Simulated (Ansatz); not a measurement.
## How much do the gradients of B depend on the method?

Cell: a COD entry, ions relaxed with PBE at fixed cell.

```
B
1.0
     2.45895    1.41968    4.19350
    -2.45895    1.41968    4.19350
     0.00000   -2.83935    4.19350
B
12
Direct
  0.01006 0.65435 0.01006
  0.01006 0.01006 0.65435
  0.65435 0.01006 0.01006
  0.98994 0.34565 0.98994
  0.34565 0.98994 0.98994
  0.98994 0.98994 0.34565
  0.22062 0.63123 0.22062
  0.22062 0.22062 0.63123
  0.63123 0.22062 0.22062
  0.77938 0.36877 0.77938
  0.36877 0.77938 0.77938
  0.77938 0.77938 0.36877
```

Atom numbers follow the list; atoms alike are taken as one site, whose name carries the number of the first.

First run. Level of theory: DFT, PBE, plane waves and PAW, scalar-relativistic, 420 eV cutoff, Γ-centred 8×8×8 k-points, Fermi–Dirac smearing 0.05 eV (Ansatz 0.2.0).

```
site  atom  V_zz (10²¹ V/m²)     η
  B1     1             -1.44  0.21
  B7     7              0.84  0.43
```

Second run. The same atoms and settings, except that the functional is r2SCAN and the cutoff is 500 eV.

Question: Given the first result, estimate the second.

Answer: 

| site | atom | V_zz | η | change of V_zz |
| --- | --- | --- | --- | --- |
| B1 | 1 | -1.47 | 0.21 | -0.03 |
| B7 | 7 | 0.86 | 0.43 | +0.02 |

No V_zz moves by more than 0.03. In per cent, |V_zz| changes by +2 on B (all sites that start above 0.5).
